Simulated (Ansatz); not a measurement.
GeTe (alpha-GeTe type, space group R3m)

```yaml
crystal:
  lattice:
    - [2.09351, 1.20869, 3.68680]
    - [-2.09351, 1.20869, 3.68680]
    - [0.00000, -2.41737, 3.68680]
  atoms:
    - { symbol: Ge, position: [0.23184, 0.23184, 0.23184] }
    - { symbol: Te, position: [0.76816, 0.76816, 0.76816] }
```

The slice is a (1 -1 0 2) plane (indices of the conventional cell) through the point (0.768, 0.768, 0.768) (fractional), spanned by u = [1 0 -1] and v = [010] in vectors of this cell: u (4.19 Å) and v (4.41 Å, at 90° to u). It covers one period; positions are fractions (u, v).

Calculation: r2SCAN (plane waves to 500 eV, PAW, scalar-relativistic; Ansatz, an electronic-structure program). k mesh 10×10×10. Inside the PAW spheres the values are not all-electron values, and peaks at nuclei hang on which shells count as valence. GeTe was relaxed with its symmetry unable to fall. Spin-orbit coupling is left out, though Te is heavy.

Three fields on this plane, each scaled to ten steps between its own extremes (0 low, 9 high; the total valence density on a logarithmic scale, the potential cut 8 eV below its top; x marks points blanked near nuclei; v = 0 in the bottom row):

Map A
```
|xxxxxxx53210000001235xxxxxx|
|xxxxxxx53210000001235xxxxxx|
|xxxxxx5432100000012345xxxxx|
|xxxxxx5321100000011235xxxxx|
|xxxx65432110000001123456xxx|
|xxx6543221111111111223456xx|
|666543322222222222222334566|
|444332222233444433222223344|
|332222223345677654332222223|
|1111112245789xx987542211111|
|1111112357xxxxxxxx753211111|
|000001236xxxxxxxxxx63210000|
|000001246xxxxxxxxxx64210000|
|00000124xxxxxxxxxxxx4210000|
|00000124xxxxxxxxxxxx4210000|
|00000123xxxxxxxxxxxx3210000|
|00000112xxxxxxxxxxxx2110000|
|11111112xxxxxxxxxxxx2111111|
|22221112xxxxxxxxxxxx2111222|
|433322222xxxxxxxxxx22222333|
|5554332222xxxxxxxx222233455|
|xxx554322211xxxx112223455xx|
|xxxx65432211111111223456xxx|
|xxxxxx5432111001112345xxxxx|
|xxxxxx5432110000112345xxxxx|
|xxxxxxx53211000011235xxxxxx|
|xxxxxxx54211000011245xxxxxx|
|xxxxxxx54211000011245xxxxxx|
```

Map B
```
|xxxxxxx88863100136888xxxxxx|
|xxxxxxx88752000025788xxxxxx|
|xxxxxx7887410000147887xxxxx|
|xxxxxx8885310000135888xxxxx|
|xxxx88886421000012468888xxx|
|xxx8898753211221123578988xx|
|899998753333455433335789999|
|999987543456788765434578999|
|998764334578888887543346789|
|6654333467888xx888764333456|
|3322223577xxxxxxxx775322223|
|110112467xxxxxxxxxx76421101|
|000013566xxxxxxxxxx66531000|
|00002466xxxxxxxxxxxx6642000|
|00012466xxxxxxxxxxxx6642100|
|11123566xxxxxxxxxxxx6653211|
|33334566xxxxxxxxxxxx6654333|
|55555666xxxxxxxxxxxx6665555|
|77777777xxxxxxxxxxxx7777777|
|888888886xxxxxxxxxx68888888|
|7788999876xxxxxxxx678999887|
|xxx789998765xxxx567899987xx|
|xxxx78999865444456899987xxx|
|xxxxxx9998754444578999xxxxx|
|xxxxxx8998653333568998xxxxx|
|xxxxxxx89864222246898xxxxxx|
|xxxxxxx89864211246898xxxxxx|
|xxxxxxx78863100136887xxxxxx|
```

Map C
```
|xxxxxxx01578999987510xxxxxx|
|xxxxxxx02689999998620xxxxxx|
|xxxxxx0046899999986400xxxxx|
|xxxxxx0257899999987520xxxxx|
|xxxx00046889999998864000xxx|
|xxx0014678899999988764100xx|
|000024677888888888877642000|
|223456777776666667777765432|
|666777777654322345677777766|
|8888887654200xx002456788888|
|9999887530xxxxxxxx035788999|
|999987640xxxxxxxxxx04678999|
|999987520xxxxxxxxxx02578999|
|99998640xxxxxxxxxxxx0468999|
|99987630xxxxxxxxxxxx0367899|
|99987520xxxxxxxxxxxx0257899|
|88887530xxxxxxxxxxxx0357888|
|77777530xxxxxxxxxxxx0357777|
|55666540xxxxxxxxxxxx0456665|
|223344420xxxxxxxxxx02444332|
|0000133310xxxxxxxx013331000|
|xxx000233100xxxx001332000xx|
|xxxx00024431000013442000xxx|
|xxxxxx0145544444455410xxxxx|
|xxxxxx0035666666665300xxxxx|
|xxxxxxx02577888877520xxxxxx|
|xxxxxxx01578888887510xxxxxx|
|xxxxxxx01578999987510xxxxxx|
```

**Question.** Assign the maps to these fields: density of the highest valence band (whole band, smooth part); electron localisation function (ELF); electrostatic potential energy of an electron, from the cell's mean.

**Answer.** A is the density of the highest valence band (whole band, smooth part); B is the electron localisation function (ELF); C is the electrostatic potential energy of an electron, from the cell's mean.
